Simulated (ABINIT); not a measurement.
InP: single point with HSE06

InP:

```xyz
2
Lattice="0.0000 2.9305 2.9305 2.9305 0.0000 2.9305 2.9305 2.9305 0.0000" Properties=species:S:1:pos:R:3 pbc="T T T"
In    0.0000    0.0000    0.0000
P     4.3957    4.3957    4.3957
```

```
Program             : ABINIT 10.8.3 (patched build)
Task                : single point
Functional          : HSE06
Potentials or basis : SPMS NC PBE v1.0
Cutoff              : 490 eV
k mesh              : 6 × 6 × 6
Occupations         : fixed
Spin                : no spin polarisation
Most SCF steps      : 60
```

| Property | Result |
| --- | --- |
| Band gap on the k mesh | 1.30 eV, direct |
| Valence electrons inside the program's atomic spheres | In 9.86; P 2.79 |

Levels at points of the mesh, in eV from the valence-band top:
```tsv
k point	band 6	band 7	band 8	band 9	band 10	band 11
(0.00, 0.00, 0.00)	-12.82	0.00	0.00	0.00	1.30	4.68
(0.50, 0.00, 0.00)	-10.82	-6.40	-1.13	-1.13	2.09	5.56
(0.50, 0.50, 0.00)	-10.09	-6.42	-2.65	-2.65	2.34	2.92
```

Wall time 11 min on 8 MPI ranks on AMD EPYC 7R43 64-Core Processor (Zen 3), with other jobs on the host, peak memory 0.8 GiB a rank.

Caveat: Libxc's HSE differs a little from that of other programs; spin-orbit coupling is left out, which moves the levels of the heavy elements.
